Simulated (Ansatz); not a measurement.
Relaxed-ion elastic tensor of RuO$_{2}$ (rutile, P4_2/mnm) in GPa (Voigt order), r²SCAN in the plane-wave PAW code Ansatz; density 7.09 g/cm³, 10.39 Å³ per atom.

```csv
,1,2,3,4,5,6
1,324,269,210,0.0,0.0,0.0
2,269,324,210,0.0,0.0,0.0
3,210,210,575,0.0,0.0,0.0
4,0.0,0.0,0.0,122,0.0,0.0
5,0.0,0.0,0.0,0.0,122,0.0
6,0.0,0.0,0.0,0.0,0.0,239
```

Question: Is the crystal mechanically stable?

Answer: Yes: the smallest eigenvalue of C is 54.8 GPa.

Question: Work out the Voigt, Reuss and Hill averages.

Answer: K_V = 289, K_R = 280, K_H = 285; G_V = 132, G_R = 78.2, G_H = 105 GPa.

Question: Give Young's modulus, Poisson's ratio, Pugh's ratio and the universal anisotropy index.

Answer: E = 9KG/(3K + G) = 281 GPa; ν = 0.34; K/G = 2.71 (ductile by the Pugh limit of 1.75); A_U = 5G_V/G_R + K_V/K_R − 6 = 3.48.

Question: Estimate the sound speeds and the Debye temperature.

Answer: v_l = √((K + 4G/3)/ρ) = 7740 m/s, v_t = √(G/ρ) = 3850 m/s, mean 4320 m/s; Θ = (h/k)(3n/4πV)^(1/3) v_m = 590 K.

Question: Solve the Christoffel equation for the three sound speeds along x, y, z.

Answer: Eigenvalues of C_ijkl n_j n_l equal ρv². In km/s, slowest first: x 4.15, 5.81, 6.76; y 4.15, 5.81, 6.76; z 4.15, 4.15, 9.01.

Question: How much does each axis shrink under pressure?

Answer: Linear compressibilities β_i = Σ_j S_ij (j = 1 to 3): x 1.4, y 1.4, z 0.68 per TPa.

Symmetry was held in the r²SCAN relaxation; of distortions, only those at the zone centre were tested. No spin polarisation was allowed. As this level gives no gap, shear constants depend on the k-mesh and smearing (Fermi–Dirac, 0.1 eV here).

Potentials: the later of the program's two PAW sets.
